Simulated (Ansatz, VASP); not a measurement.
**MnSb: VASP beside Ansatz**

```
CELL_PARAMETERS angstrom
0.00000 2.79502 2.79502
2.79502 0.00000 2.79502
2.79502 2.79502 0.00000
ATOMIC_POSITIONS crystal
Mn 0.00000 0.00000 0.00000
Sb 0.50000 0.50000 0.50000
```

The cell comes from a database or a generator and needn't be the stable form of this composition.

Alike in both runs: task single point; functional PBEsol; k mesh 6 × 6 × 6; occupations gaussian, width 0.1 eV; collinear spin.

|  | VASP | Ansatz |
| --- | --- | --- |
| version | VASP 6.6.1 | Ansatz 0.2.0 |
| potentials or method | VASP PAW PBE potentials, release 64 (Mn_pv, Sb) | scalar-relativistic, plane waves, PAW |
| plane-wave cutoff (eV) | 520 | 420 |
| valence electrons in the cell | 18 | 30 |

Ansatz gave:

```
gap on the k mesh at the Fermi level (eV)                     : none
pressure (GPa)                                                : -4.3
net moment per atom (μB)                                      : 1.92
size of the moment on the site where the two differ most (μB) : 3.79
```

Q: Estimate VASP's values.

A: gap on the k mesh at the Fermi level (eV): none; pressure (GPa): -4.3; net moment per atom (μB): 1.91; size of the moment on the site where the two differ most (μB): 3.74.

Site moments also hang on the region over which each program counts them. A gap of «none» marks a metal or a gap that the smearing closes. The functional is the same, so the differences come from potentials, cutoffs and numerics. The two sets of potentials don't hold the same shells in valence.

Caveats: the PAW data sets were made with another functional, which shifts forces and pressure a little (VASP); a cell with one magnetic atom can't hold antiferromagnetic order, which such compounds often take. The runs have no spin-orbit coupling, so splittings on Sb are missing.
